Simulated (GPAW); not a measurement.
A run of GPAW 26.7.0 is set up as follows.

run.py

```python
from ase.dft.bandgap import bandgap
from ase.io import read, write
from ase.units import GPa
from gpaw import GPAW, PW

atoms = read('POSCAR')

calc = GPAW(mode=PW(800),
            xc='PBE',
            kpts={'size': (13, 13, 13), 'gamma': True},
            occupations={'name': 'methfessel-paxton', 'order': 0, 'width': 0.015},
            nbands=11,
            convergence={'density': 1e-05, 'energy': 1e-05},
            maxiter=150,
            txt='gpaw.txt')
atoms.calc = calc
energy = atoms.get_potential_energy()
forces = atoms.get_forces()
stress = atoms.get_stress()
calc.write('gs.gpw')
write('result.traj', atoms)
print(f'Energy: {energy:.6f} eV')
print('Forces (eV/A):')
print(forces.round(4))
print('Stress (GPa):', (stress / GPa).round(3))
print('Fermi level:', round(calc.get_fermi_level(), 4), 'eV')
print(f'Gap: {bandgap(calc)[0]:.4f} eV, direct: {bandgap(calc, direct=True)[0]:.4f} eV')
```

The input POSCAR:

```
BN
1.0
    0.0000000000      1.8130010000      1.8130010000
    1.8130010000      0.0000000000      1.8130010000
    1.8130010000      1.8130010000      0.0000000000
N B
1 1
Direct
    0.2500000000      0.2500000000      0.2500000000
    0.0000000000      0.0000000000      0.0000000000
```

Potentials or basis: GPAW PAW data sets (gpaw-data 1.2.1), pw.

The run is started by

```sh
$ OMP_NUM_THREADS=1 python run.py
```

Question: Estimate the band gap on the k mesh.

Answer: 4.53 eV, indirect (least direct gap 8.79 eV).

Question: Estimate the pressure.

Answer: -1.6 GPa.

Caveat: an odd mesh through Γ misses points on the zone boundary, where band edges often lie.

The gap isn't set beside the measured one, since this odd mesh misses points on the zone boundary.
